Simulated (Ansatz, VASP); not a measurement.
# One calculation of P, two programs

```
P
1.0
     2.76117    0.00000    0.00000
    -1.38058    2.39124    0.00000
     0.00000    0.00000    4.40418
P
2
Direct
  0.33333 0.66667 0.25000
  0.66667 0.33333 0.75000
```

Change from the starting cell: z stretched by -4 % at fixed volume.

Alike in both runs: task single point; functional PBE; k mesh 15 × 15 × 8; occupations fermi-dirac, width 0.05 eV; no spin polarisation.

|  | VASP | Ansatz |
| --- | --- | --- |
| version | VASP 6.6.1 | Ansatz 0.2.0 |
| potentials or method | VASP PAW PBE potentials, release 64 (P), cutoff 520 eV | all-electron LAPW, scalar-relativistic |

Ansatz gave:

| Property | Result |
| --- | --- |
| pressure (GPa) | 0.2 |
| largest component of the traceless stress (GPa) | 2.94 |

What did VASP give for the same quantities?

Pressure (GPa): -0.1; largest component of the traceless stress (GPa): 2.93.

Ansatz ran all-electron here, so the differences hold the error of VASP's frozen core and of both bases.
